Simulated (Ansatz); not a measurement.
**SiO₂: relaxed-ion elastic tensor**

Computed with Ansatz, DFT PBE, scalar-relativistic, plane waves, PAW. Plane waves to 420 eV; Γ-centred k mesh 6×6×6; fixed occupations. No spin polarisation.

The cell, relaxed at this level:
```yaml
crystal:
  lattice:
    - [-2.51502, 2.51502, 3.68795]
    - [2.51502, -2.51502, 3.68795]
    - [2.51502, 2.51502, -3.68795]
  atoms:
    - { symbol: Si, position: [0.00000, 0.00000, 0.00000] }
    - { symbol: Si, position: [0.75000, 0.25000, 0.50000] }
    - { symbol: O, position: [0.96662, 0.62500, 0.84162] }
    - { symbol: O, position: [0.37500, 0.21662, 0.34162] }
    - { symbol: O, position: [0.78338, 0.12500, 0.15838] }
    - { symbol: O, position: [0.87500, 0.03338, 0.65838] }
```

It was relaxed at this level from a cell as deposited in COD.

(1) Give the relaxed-ion elastic constants (GPa, Voigt order xx yy zz yz xz xy, on the Cartesian axes of the cell above).

(2) Is the crystal stable against homogeneous strain?

(3) And the moduli of a polycrystal (Hill averages)?

Results:

(1)
```
 87.9 -38.0  16.3   0.0   0.0   0.0
-38.0  87.9  16.3   0.0   0.0   0.0
 16.4  16.4  86.0   0.0   0.0   0.0
  0.0   0.0   0.0  25.6   0.0   0.0
  0.0   0.0   0.0   0.0  25.6   0.0
  0.0   0.0   0.0   0.0   0.0  29.9
```

(2) Yes: the least eigenvalue of the tensor is 25.6 GPa.

(3) B = 26 GPa, G = 32 GPa, E = 67 GPa, ν = 0.07.
